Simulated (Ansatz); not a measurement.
Consider the substitution at a C–N bond: `CNC(=N)O` + `BC(O)[SiH3]` → `BC([SiH3])OC` + `N=C(N)O`.

Computed with Ansatz on PBE0-D4/def2-TZVP structures; ΔE is electronic, products minus reactants. CBS: MP2 limit from def2 TZ/QZ plus the TZ coupled-cluster correction, frozen cores. Functionals use def2-TZVPP. B3LYP here is the variant with VWN-RPA as its local correlation; programs differ in this. One conformer a species, not always the lowest.

```
             level  ΔE (kJ/mol)  difference from CCSD(T)/CBS
         r2SCAN-D4         13.6                         -5.0
           PBE0-D4         15.9                         -2.7
          B3LYP-D4         14.8                         -3.8
           ωB97X-V         16.6                         -2.0
            B2PLYP         16.8                         -1.8
               PBE         14.3                         -4.3
            r2SCAN         14.0                         -4.6
              PBE0         16.9                         -1.7
             B3LYP         16.2                         -2.4
SCS-MP2/def2-TZVPP         18.3                         -0.3
   CCSD/def2-TZVPP         17.8                         -0.8
CCSD(T)/def2-TZVPP         16.5                         -2.1
     HF/def2-QZVPP         19.6                          1.0
    MP2/def2-QZVPP         20.4                          1.8
SCS-MP2/def2-QZVPP         19.7                          1.1
    CCSD/CBS(def2)         19.8                          1.2
       CCSD(T)/CBS         18.6                            0
```

Largest T1 diagnostic among the species: 0.013.

CCSD(T)/CBS has its own doubt, a few kJ/mol and more with outer-core shells, so smaller differences from it don't rank the levels.
